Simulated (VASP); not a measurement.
The system is WS2.

```xyz
3
Lattice="1.5790 0.9116 6.1633 -1.5790 0.9116 6.1633 0.0000 -1.8233 6.1633" Properties=species:S:1:pos:R:3 pbc="T T T"
W     0.0000    0.0000    0.0000
S     0.0000    0.0000    4.6170
S     0.0000    0.0000    7.7473
```

Measurements of this composition are mostly on another form, of space group No. 194.

| Quantity | Value |
| --- | --- |
| Program | VASP 6.6.1 |
| Task | relaxation of cell and atoms |
| Functional | PBEsol |
| Potentials or basis | VASP PAW PBE potentials, release 64 (W_sv, S) |
| Cutoff | 520 eV |
| k mesh | 12 × 12 × 12 |
| Occupations | gaussian, width 0.02 eV |
| Spin | no spin polarisation |

At the start: pressure -0.5 GPa; volume 17.74 Å³/atom.

**Question.** How do energy, volume and symmetry change on relaxing?

**Answer.** Over 18 steps the energy falls by 3.2 meV/atom and the volume is 18.18 Å³/atom (+2.4 %); space group R3m (No. 160, to 0.05 Å).

The path:
```csv
step,energy change (eV),largest force (eV/Å),pressure (GPa),volume (Å³)
1,0.0000,0.6015,-0.51,53.23
2,0.0047,0.8377,1.11,52.80
3,-0.0064,0.0167,0.14,53.04
4,-0.0068,0.0933,-0.17,53.14
5,-0.0068,0.0944,-0.17,53.14
6,-0.0071,0.0634,0.09,53.12
7,-0.0072,0.0547,0.36,53.10
8,-0.0074,0.0531,0.34,53.17
9,-0.0081,0.0477,0.28,53.39
10,-0.0091,0.0363,0.17,53.84
11,-0.0095,0.0341,0.03,54.74
12,-0.0095,0.0329,0.07,54.52
13,-0.0095,0.0728,-0.17,54.56
14,-0.0096,0.0059,-0.02,54.53
15,-0.0096,0.0126,0.05,54.52
16,-0.0096,0.0035,0.02,54.52
17,-0.0096,0.0039,-0.02,54.53
18,-0.0096,0.0014,0.00,54.53
```

Final structure:
```
CELL_PARAMETERS angstrom
1.57399 0.90874 6.35382
-1.57399 0.90874 6.35382
0.00000 -1.81748 6.35382
ATOMIC_POSITIONS crystal
W 0.00067 0.00067 0.00067
S 0.25178 0.25178 0.25178
S 0.41625 0.41625 0.41625
```

Caveat: the PAW data sets were made with another functional, which shifts forces and pressure a little.
